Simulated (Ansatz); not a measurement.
Space group P4_2/mnm (No. 136). a = 4.698 Å, b = 4.698 Å, c = 3.093 Å, α = 90.00°, β = 90.00°, γ = 90.00°
| atom | site | symmetry | x | y | z |
| --- | --- | --- | --- | --- | --- |
| Mg | 2a | m.mm | 0.0000 | 0.0000 | 0.0000 |
| F | 4f | m.2m | 0.3036 | 0.3036 | 0.0000 |

Equation of state of this MgF2 structure (not necessarily the ground state), with shape and atoms relaxed at each volume where symmetry leaves them free. Method: DFT PBE, scalar-relativistic, plane waves, PAW in Ansatz.

Cutoff 420 eV; k points 6×6×8 on the computed 6-atom cell (Γ-centred); Gaussian smearing, width 0.02 eV; no spin polarisation.

| V (Å³/atom) | E − E(largest V) (meV/atom) | P (GPa) | gap on mesh (eV) |
| --- | --- | --- | --- |
| 10.693 | 2.85 | 6.50 | 7.25 |
| 11.035 | -7.15 | 2.99 | 7.04 |
| 11.376 | -10.31 | 0.02 | 6.84 |
| 11.717 | -7.61 | -2.49 | 6.65 |
| 12.059 | 0.00 | -4.60 | 6.47 |

**Question.** Fit a third-order Birch–Murnaghan equation to E(V).

**Answer.** V0 = 11.38 Å³/atom, B0 = 91 GPa, B0' = 4.5.